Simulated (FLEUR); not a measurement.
GaN:

```xyz
2
Lattice="0.0000 2.2535 2.2535 2.2535 0.0000 2.2535 2.2535 2.2535 0.0000" Properties=species:S:1:pos:R:3 pbc="T T T"
Ga    0.0000    0.0000    0.0000
N     1.1268    1.1268    1.1268
```

The cell is a database's computed one.

Base run:

```yaml
Program: FLEUR MaX-R8.1 (later development tree)
Functional: AM05
Potentials_or_basis: all-electron
Basis: FLAPW
Kmax: 5.05 1/bohr
k_mesh: 10 × 10 × 10
Occupations: fermi-dirac, width 0.05 eV
Spin: no spin polarisation
```

Its results: band gap on the k mesh 1.77 eV, direct.

The run is repeated on the same cell with these changes: functional from AM05 to SCAN. What comes out?

Band gap on the k mesh 2.06 eV, direct.

SCAN gives the wider gap, since meta-GGAs in the generalised Kohn-Sham scheme recover part of the derivative discontinuity.

Caveats: the meta-GGA is that of a development version, with a GGA for the radial functions and cores and without core tails (some runs).

Not every run made on this cell is shown here.
